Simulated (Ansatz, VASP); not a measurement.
**CO2 in VASP and in Ansatz**

```xyz
36
Lattice="8.5889 0.0000 0.0000 0.0000 8.5889 0.0000 0.0000 0.0000 8.5889" Properties=species:S:1:pos:R:3 pbc="T T T"
C     1.0842    4.6902    2.4344
C     3.7522    7.9101    0.4097
C     6.7298    3.2264    4.6873
C     1.8610    1.4283    6.3477
C     3.8862    3.4071    0.9772
C     9.0472    0.6655    2.7425
C     0.8648    6.4269    7.2964
C     6.4790    6.7824    2.2105
C     3.5414    6.3029    4.3908
C     6.4572    7.9159    6.4444
C     7.0273    3.9375   -0.2649
C     4.2302    1.0660    3.7749
O     1.7797    4.1462    3.1994
O     0.3997    5.2485    1.6667
O     3.7687    6.8376   -0.0572
O     3.7363    8.9739    0.8938
O     5.9258    3.2923    5.5344
O     7.5270    3.1516    3.8351
O     2.7316    0.6589    6.5075
O     0.9949    2.1911    6.1793
O     4.7858    3.2897    1.7178
O     2.9897    3.5352    0.2381
O     8.8389    0.0232    3.7014
O     9.2583    1.2989    1.7852
O     0.7060    7.4073    7.9169
O     1.0217    5.4509    6.6724
O     6.1856    5.9432    2.9711
O     6.7574    7.6268    1.4513
O     3.9383    5.7766    5.3522
O     3.1428    6.8473    3.4297
O     6.9727    7.0507    5.8480
O     5.9401    8.7842    7.0329
O     6.4996    4.9838   -0.3127
O     7.5501    2.8952   -0.2155
O     3.1792    1.5679    3.6999
O     5.2849    0.5643    3.8591
```

Alike in both runs: functional PBE; dispersion D3(BJ); k mesh 1 × 1 × 1; occupations fermi-dirac, width 0.05 eV; no spin polarisation.

Ansatz relaxed the structure, and its values are those at the end. VASP's run is a single point on that final structure, the one shown.

```csv
,VASP,Ansatz
version,VASP 6.6.1,Ansatz 0.2.0
potentials or method,"VASP PAW PBE potentials, release 64 (C, O)","scalar-relativistic, plane waves, PAW"
plane-wave cutoff (eV),520,420
valence electrons in the cell,192,192
```

```csv
,VASP,Ansatz,Ansatz less VASP
rms of the force components (eV/Å),0.297,0.009,-0.2873
dispersion energy (meV/atom),-57.0,-57.0,-0.01
```

One of these differences is far larger than is usual between the two programs; its cause wasn't traced.

Caveats: the standard files for N, O and F lose accuracy on very short bonds.
